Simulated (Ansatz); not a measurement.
What a trial cell of KI relaxes into

Method: DFT PBE, scalar-relativistic, plane waves, PAW (Ansatz). Cutoff 420 eV, Γ-centred k mesh, Gaussian smearing, no spin polarisation in the final step.

The start is a random cell of KI with space group Cmme (No. 67), drawn with lower limits on the distances.

```xyz
4
Lattice="2.9222 -3.8782 0.0000 2.9222 3.8782 0.0000 0.0000 0.0000 9.0238" Properties=species:S:1:pos:R:3 pbc="T T T"
K     2.9222   -1.9391    6.7679
K     2.9222    1.9391    2.2560
I     1.4611    1.9391    0.0000
I     1.4611   -1.9391    0.0000
```

Cell and atoms relax at zero pressure; the relaxation can't lower the symmetry of the start. After a coarse first stage the cell is made exact in the group found at 0.06 Å.

The zero of energy is the elements' standard structures at the same level; no fitted shifts are applied.

Question: Describe the relaxed structure.

Answer: It ends in P4/mmm (No. 123). Conventional cell: a = 4.897 Å, c = 6.988 Å. K has 4 I at 3.46 Å; around I lie 4 K at 3.46 Å.

```
K I
1.0
     4.89693    0.00000    0.00000
     0.00000    4.89693    0.00000
     0.00000    0.00000    6.98815
K I
1 1
Direct
  0.00000 0.00000 0.50000
  0.50000 0.50000 0.50000
```

Question: What are its volume, energy, density and gap?

Answer: The volume per atom is 83.8 Å³. The density is 1.6 g/cm³ and the energy over the elements is -1.365 eV/atom. The gap on the 6×6×4 mesh is 3.65 eV.

The final run used a 6×6×4 mesh on its 2-atom cell and 0.02 eV smearing. No dispersion correction is applied, so the spacing between layers, chains or molecules is poorly fixed, and with it the volume and density. Spin–orbit coupling is left out. Symmetry constrained the relaxation, so the result can be a saddle point.

Cost: 4 runs of about 7.2 core-minutes in all, on Intel Xeon Platinum 8259CL (Skylake/Cascade Lake) (shared hosts).